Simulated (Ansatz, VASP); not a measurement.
## BN in VASP and in Ansatz

The input INCAR:

```
  ALGO = Normal
  EDIFF = 1E-6
  ENCUT = 520
  GGA = PS
  ISIF = 2
  ISMEAR = 0
  LASPH = T
  LCHARG = F
  LREAL = F
  LWAVE = F
  NBANDS = 16
  NELM = 100
  PREC = Accurate
  SIGMA = 0.05
```

Contents of KPOINTS:

```
k-points
0
Gamma
  12 12 4
```

Contents of POSCAR:

```
BN
1.0
    2.6291912895      0.0000000000      0.0000000000
   -1.3145956448      2.2769464481      0.0000000000
    0.0000000000      0.0000000000      6.3281400000
B N
2 2
Direct
    0.3333333333      0.6666666667      0.2500000000
    0.6666666667      0.3333333333      0.7500000000
    0.3333333333      0.6666666667      0.7500000000
    0.6666666667      0.3333333333      0.2500000000
```

Input for Ansatz:

```yaml
crystal:
  lattice:
    - [2.6291912895, 0.0, 0.0]
    - [-1.3145956448, 2.2769464481, 0.0]
    - [0.0, 0.0, 6.32814]
  atoms:
    - { symbol: B, position: [0.3333333333, 0.6666666667, 0.25] }
    - { symbol: B, position: [0.6666666667, 0.3333333333, 0.75] }
    - { symbol: "N", position: [0.3333333333, 0.6666666667, 0.75] }
    - { symbol: "N", position: [0.6666666667, 0.3333333333, 0.25] }
basis:
  ecutwfc: 420
kpoints:
  mp_grid: { grid: [12, 12, 4] }
hamiltonian:
  xc: pbesol
scf:
  occupations: { method: gaussian, width: 0.05 }
output:
  forces: true
  stress: true
  eigenvalues: true
```

Change from the starting cell: strain +0.050 along x and y, -0.050 along z, atoms carried along.

Alike in both runs: task single point; functional PBEsol; k mesh 12 × 12 × 4; occupations gaussian, width 0.05 eV; no spin polarisation.

|  | VASP | Ansatz |
| --- | --- | --- |
| version | VASP 6.6.1 | Ansatz 0.2.0 |
| potentials or method | VASP PAW PBE potentials, release 64 (B, N) | scalar-relativistic, plane waves, PAW |
| plane-wave cutoff (eV) | 520 | 420 |
| valence electrons in the cell | 16 | 16 |

Ansatz gave:

| Item | Value |
| --- | --- |
| gap on the k mesh at the Fermi level (eV) | 3.82 |
| least direct gap on the mesh (eV) | 4.08 |
| pressure (GPa) | -28.9 |
| largest component of the traceless stress (GPa) | 30.62 |

Task: What did VASP give for the same quantities?

Result: gap on the k mesh at the Fermi level (eV): 3.82; least direct gap on the mesh (eV): 4.07; pressure (GPa): -28.7; largest component of the traceless stress (GPa): 30.29.

Caveats: so large a pressure means that the cell lies far from this level's equilibrium, or that cutoff or potentials fall short (VASP); the potentials were made for another functional, which shifts forces and pressure (VASP); this functional lacks dispersion, which binds the layers, so the pressure and a relaxed spacing across them are unreliable. A k mesh can miss the band edges.
